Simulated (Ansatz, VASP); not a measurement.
# Bi in VASP and in Ansatz

```xyz
2
Lattice="3.4174 -3.0686 0.0000 3.4174 3.0686 0.0000 -1.2345 0.0000 3.0500" Properties=species:S:1:pos:R:3 pbc="T T T"
Bi    4.0885    0.0000    2.6150
Bi    1.5117    0.0000    0.4350
```

Change from the starting cell: volume scaled by 0.94.

Alike in both runs: task single point; functional PBEsol; k mesh 6 × 6 × 9; occupations fermi-dirac, width 0.05 eV; no spin polarisation.

```csv
,VASP,Ansatz
version,VASP 6.6.1,Ansatz 0.2.0
potentials or method,"VASP PAW PBE potentials, release 64 (Bi_d), cutoff 520 eV","all-electron LAPW, scalar-relativistic"
```

VASP gave:

```
gap on the k mesh at the Fermi level (eV)       : none
pressure (GPa)                                  : 0.6
largest component of the traceless stress (GPa) : 0.76
rms of the force components (eV/Å)              : 0.019
```

Which values does Ansatz return?

gap on the k mesh at the Fermi level (eV): none; pressure (GPa): 0.7; largest component of the traceless stress (GPa): 0.75; rms of the force components (eV/Å): 0.018.

Atom by atom the forces differ by 0.001 eV/Å (rms over components). A gap of «none» marks a metal or a gap that the smearing closes. Ansatz ran all-electron here, so the differences hold the error of VASP's frozen core and of both bases.

Caveats: spin-orbit coupling is left out, which moves the levels of the heavy elements; the PAW data sets were made with another functional, which shifts forces and pressure a little (VASP).
